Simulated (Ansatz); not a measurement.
## How far is PAW off for Ag?

```
Ag
1.0
     0.00000    3.10836    3.10836
     3.10836    0.00000    3.10836
     3.10836    3.10836    0.00000
Ag
2
Direct
  0.00000 0.00000 0.00000
  0.25000 0.25000 0.25000
```

Atom numbers follow the list: Ag1, Ag2.

The conventional cell has a = 6.217 Å, b = 6.217 Å, c = 6.217 Å, α = 90.00°, β = 90.00°, γ = 90.00°. Ag (atom 1) is surrounded by 4 Ag at 2.69 Å.

The cell was built from the diamond type and relaxed in the same program, and has space group Fd-3m; it needn't be a known or the stable phase.

Levels of theory: DFT, PBE, PAW with Ansatz's default frozen-core files, scalar-relativistic (Ansatz 0.2.0); DFT, PBE, all-electron LAPW, scalar-relativistic (Ansatz 0.2.0).

For PAW: a Γ-centred 11×11×11 k mesh, Fermi–Dirac smearing of 0.05 eV, cutoff 420 eV, no spin polarisation. LAPW targets a basis error of 0.5 meV/atom. The Ansatz runs share mesh, smearing and spin set-up. Plane-wave (PAW) pressures include the program's estimate of the Pulay term.

Stress and pressure are positive in compression.

Levels count from the Fermi level.

PAW results:

```
                      quantity     PAW
                pressure (GPa)    0.00
highest filled level at W (eV)  -2.498
  lowest empty level at W (eV)   0.394
highest filled level at K (eV)  -0.048
  lowest empty level at K (eV)   0.515
highest filled level at X (eV)  -2.623
  lowest empty level at X (eV)   0.074
```

What does all-electron LAPW give for the same quantities?


```
                      quantity    LAPW
                pressure (GPa)    0.01
highest filled level at W (eV)  -2.499
  lowest empty level at W (eV)   0.394
highest filled level at K (eV)  -0.048
  lowest empty level at K (eV)   0.515
highest filled level at X (eV)  -2.624
  lowest empty level at X (eV)   0.074
```
